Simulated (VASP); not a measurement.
# Hg: intraband terms of a metal's spectrum

Hg, P6/mmm (no. 191), 3 atoms in the cell. PBE, independent-particle dielectric function; PAW potentials Hg (PBE set).

## Input

INCAR.step1:
```
SYSTEM = Hg
EDIFF    = 1E-7           ! SCF threshold, eV
ENCUT    = 280            ! plane-wave cutoff, eV
ISMEAR   = 1              ! smearing method
KPAR     = 4            
LASPH    = .True.         ! aspherical terms in the spheres
LCHARG   = .True.         ! write CHGCAR
LMAXMIX  = 4              ! l up to which the mixer works
LWAVE    = .False.        ! write WAVECAR
PREC     = Accurate       ! precision mode
SIGMA    = 0.1            ! smearing width, eV
```

INCAR.step2:
```
SYSTEM = Hg
CSHIFT   = 0.1          
EDIFF    = 1E-6           ! SCF threshold, eV
ENCUT    = 280            ! plane-wave cutoff, eV
ICHARG   = 11             ! starting density
ISMEAR   = 0              ! smearing method
KPAR     = 4            
LASPH    = .True.         ! aspherical terms in the spheres
LCHARG   = .False.        ! write CHGCAR
LMAXMIX  = 4              ! l up to which the mixer works
LWAVE    = .True.         ! write WAVECAR
NBANDS   = 40             ! bands
NEDOS    = 3000           ! points of the DOS
OMEGAMAX = 30           
PREC     = Accurate       ! precision mode
SIGMA    = 0.3            ! smearing width, eV
```

INCAR.step3, as INCAR.step2 but for:
```
- LWAVE = .True.
+ ALGO = None
+ ISTART = 1
+ LOPTICS = .True.
+ LWAVE = .False.
+ NELM = 1
```

INCAR.step4, as INCAR.step3 but for:
```
+ WPLASMAI = 0.03
```

INCAR.step5 to INCAR.step6 change the same tag again: WPLASMAI = 0.1, 0.3.

INCAR.step7, as INCAR.step6 but for:
```
- WPLASMAI = 0.3
+ RTIME = 20
```

INCAR.step8, as INCAR.step7 but for:
```
- RTIME = 20
+ RTIME = 40
```

INCAR.step9, as INCAR.step8 but for:
```
- RTIME = 40
+ LNABLA = .True.
```

INCAR.step10, as INCAR.step9 but for:
```
- ISMEAR = 0
- LNABLA = .True.
+ ISMEAR = -5
```

KPOINTS.step1:
```
k-points
0
Gamma
  7 7 7
```

KPOINTS.step2:
```
k-points
0
Gamma
  10 10 11
```

POSCAR:
```
Hg
1.0
    4.5400000000      0.0000000000      0.0000000000
   -2.2700000000      3.9317553332      0.0000000000
    0.0000000000      0.0000000000      3.8700000000
Hg
3
Direct
    0.6666666667      0.3333333333      0.5000000000
    0.0000000000      0.0000000000      0.0000000000
    0.3333333333      0.6666666667      0.5000000000
```

Commands (each step's output is kept before the next begins):
```
cat potpaw_PBE.64/Hg/POTCAR > POTCAR
cp INCAR.step1 INCAR
cp KPOINTS.step1 KPOINTS
mpirun -np 4 vasp_std > vasp.out
cp INCAR.step2 INCAR
cp KPOINTS.step2 KPOINTS
mpirun -np 4 vasp_std > vasp.out
cp INCAR.step3 INCAR
mpirun -np 4 vasp_std > vasp.out
cp INCAR.step4 INCAR
mpirun -np 4 vasp_std > vasp.out
cp INCAR.step5 INCAR
mpirun -np 4 vasp_std > vasp.out
cp INCAR.step6 INCAR
mpirun -np 4 vasp_std > vasp.out
cp INCAR.step7 INCAR
mpirun -np 4 vasp_std > vasp.out
cp INCAR.step8 INCAR
mpirun -np 4 vasp_std > vasp.out
cp INCAR.step9 INCAR
mpirun -np 4 vasp_std > vasp.out
cp INCAR.step10 INCAR
mpirun -np 4 vasp_std > vasp.out
```

## Result

- Bands: 40

One ground state, settings moved in the last step alone:

| Settings | Plasma frequency (eV) | Im ε at 0.5 eV | Im ε at 1 eV | Im ε at 2 eV | Im ε at 4 eV | Time (s) |
|---|---|---|---|---|---|---|
| interband part alone | 6.81 | 110.9 | 51.6 | 19.2 | 3.7 | 20 |
| Drude term, WPLASMAI 0.03 | 6.81 | 122.0 | 53.0 | 19.4 | 3.7 | 24 |
| Drude term, WPLASMAI 0.1 | 6.81 | 146.6 | 56.2 | 19.8 | 3.8 | 24 |
| Drude term, WPLASMAI 0.3 | 6.81 | 192.8 | 64.4 | 20.9 | 3.9 | 23 |
| relaxation time RTIME 20 fs | 6.81 | 123.0 | 53.1 | 19.4 | 3.7 | 23 |
| relaxation time RTIME 40 fs | 6.81 | 117.0 | 52.4 | 19.3 | 3.7 | 19 |
| transversal form (LNABLA) | 6.91 | 113.9 | 52.9 | 19.7 | 3.8 | 22 |
| tetrahedron method | – | – | – | – | – | no result |

Limits: Spin-orbit coupling is left out, which can matter with atoms this heavy.

VASP 6.6.1 took 200 s on 4 cores (Intel Xeon Platinum 8259CL @ 2.50GHz (Skylake/Cascade Lake)), a shared host.
